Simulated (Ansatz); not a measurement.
Antifluorite Be2C, relaxed with r2SCAN: 7 runs in the plane-wave code Ansatz, each a construction of maximally localised Wannier functions. Space group Fm-3m (No. 225), cubic; conventional cell a = 4.321 Å, 6.72 Å³ an atom. C has 8 Be at 1.87 Å; Be has 4 C at 1.87 Å. Calculated for a static, non-magnetic cell.

```xyz
3
Lattice="0.0000 2.1605 2.1605 2.1605 0.0000 2.1605 2.1605 2.1605 0.0000" Properties=species:S:1:pos:R:3 pbc="T T T"
C     0.0000    0.0000    0.0000
Be    1.0802    1.0802    1.0802
Be    3.2407    3.2407    3.2407
```

Windows count from the top of the filled bands; a dash means that no such window was set (without an outer window there is no disentanglement).

```json
{"functional": "PBE", "SCF mesh": "8×8×8", "trial orbitals": "C s, C p", "functions": "4", "mesh": "6×6×6", "window (eV)": "–", "frozen (eV)": "–", "Ω total (Å²)": "5.09", "Ω invariant (Å²)": "3.95", "largest spread (Å²)": "1.27", "least projectability": "0.80", "interpolation miss of the model's filled bands (eV, to the nearest computed level)": "0.098"}
{"functional": "PBE", "SCF mesh": "8×8×8", "trial orbitals": "C s, C p", "functions": "4", "mesh": "10×10×10", "window (eV)": "–", "frozen (eV)": "–", "Ω total (Å²)": "5.40", "Ω invariant (Å²)": "4.23", "largest spread (Å²)": "1.35", "least projectability": "0.80", "interpolation miss of the model's filled bands (eV, to the nearest computed level)": "0.013"}
{"functional": "PBE", "SCF mesh": "8×8×8", "trial orbitals": "C p", "functions": "3", "mesh": "6×6×6", "window (eV)": "–", "frozen (eV)": "–", "Ω total (Å²)": "5.44", "Ω invariant (Å²)": "5.22", "largest spread (Å²)": "1.81", "least projectability": "0.55", "interpolation miss of the model's filled bands (eV, to the nearest computed level)": "0.094"}
{"functional": "r2SCAN", "SCF mesh": "8×8×8", "trial orbitals": "C s, C p", "functions": "4", "mesh": "6×6×6", "window (eV)": "–", "frozen (eV)": "–", "Ω total (Å²)": "4.99", "Ω invariant (Å²)": "3.87", "largest spread (Å²)": "1.25", "least projectability": "0.81", "interpolation miss of the model's filled bands (eV, to the nearest computed level)": "0.096"}
{"functional": "r2SCAN", "SCF mesh": "8×8×8", "trial orbitals": "C p", "functions": "3", "mesh": "6×6×6", "window (eV)": "–", "frozen (eV)": "–", "Ω total (Å²)": "5.31", "Ω invariant (Å²)": "5.10", "largest spread (Å²)": "1.77", "least projectability": "0.56", "interpolation miss of the model's filled bands (eV, to the nearest computed level)": "0.091"}
{"functional": "HSE06", "SCF mesh": "6×6×6", "trial orbitals": "C s, C p", "functions": "4", "mesh": "6×6×6", "window (eV)": "–", "frozen (eV)": "–", "Ω total (Å²)": "4.98", "Ω invariant (Å²)": "3.86", "largest spread (Å²)": "1.25", "least projectability": "0.81", "interpolation miss of the model's filled bands (eV, to the nearest computed level)": "–"}
```

Problem. Estimate from these rows what the further settings give.
```json
{"functional": "PBE", "SCF mesh": "8×8×8", "trial orbitals": "C s, C p", "functions": "4", "mesh": "4×4×4", "window (eV)": "–", "frozen (eV)": "–"}
```

Solution.

| functional | SCF mesh | trial orbitals | functions | mesh | window (eV) | frozen (eV) | Ω total (Å²) | Ω invariant (Å²) | largest spread (Å²) | least projectability | interpolation miss of the model's filled bands (eV, to the nearest computed level) |
| --- | --- | --- | --- | --- | --- | --- | --- | --- | --- | --- | --- |
| PBE | 8×8×8 | C s, C p | 4 | 4×4×4 | – | – | 4.58 | 3.51 | 1.15 | 0.80 | 0.303 |

A dash in the last column means that the miss wasn't evaluated.

For C s, C p with PBE the spread goes 4.58 Å² (4×4×4), 5.09 Å² (6×6×6), 5.40 Å² (10×10×10): finite differences on a coarse mesh understate it.
